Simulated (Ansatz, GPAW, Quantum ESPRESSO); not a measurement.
Rb: programs and potentials compared

```
CELL_PARAMETERS angstrom
-2.80250 2.80250 2.80250
2.80250 -2.80250 2.80250
2.80250 2.80250 -2.80250
ATOMIC_POSITIONS crystal
Rb 0.00000 0.00000 0.00000
```

Alike in all runs: task band structure; functional PBE; k mesh 7 × 7 × 7; occupations fermi-dirac, width 0.05 eV; no spin polarisation; no spin-orbit coupling. Pressure is positive in compression and, in plane waves, holds the error of the finite cutoff, which Ansatz's Pulay term estimates and takes out.

| program and potentials | plane-wave cutoff (eV) | notes | pressure (GPa) |
| --- | --- | --- | --- |
| Ansatz, Ansatz NC | 630 | - | 0.09 |
| Ansatz, SPMS NC | 245 | Pulay term of +0.07 GPa included | 0.09 |
| Ansatz, Ansatz PAW (files of its older set among them) | 390 | - | 0.09 |
| Ansatz, JTH PAW | 660 | - | 0.10 |
| Ansatz, PseudoDojo stringent (PBE files) | 630 | - | 0.09 |
| Quantum ESPRESSO, PseudoDojo 0.4.1 SR PBE standard | 626 | - | 0.09 |
| GPAW, PAW data sets generated for this functional | 600 | - | 0.08 |
| Ansatz, all-electron LAPW, scalar-relativistic | - | - | 0.09 |

The pressure spans 0.08 (GPAW, PAW data sets generated for this functional) to 0.10 GPa (Ansatz, JTH PAW), with all-electron results at 0.09.

Differences between rows come from potentials, basis sets and numerical settings, since the functional is the same but for its coding. Runs on potential files found faulty are left out.
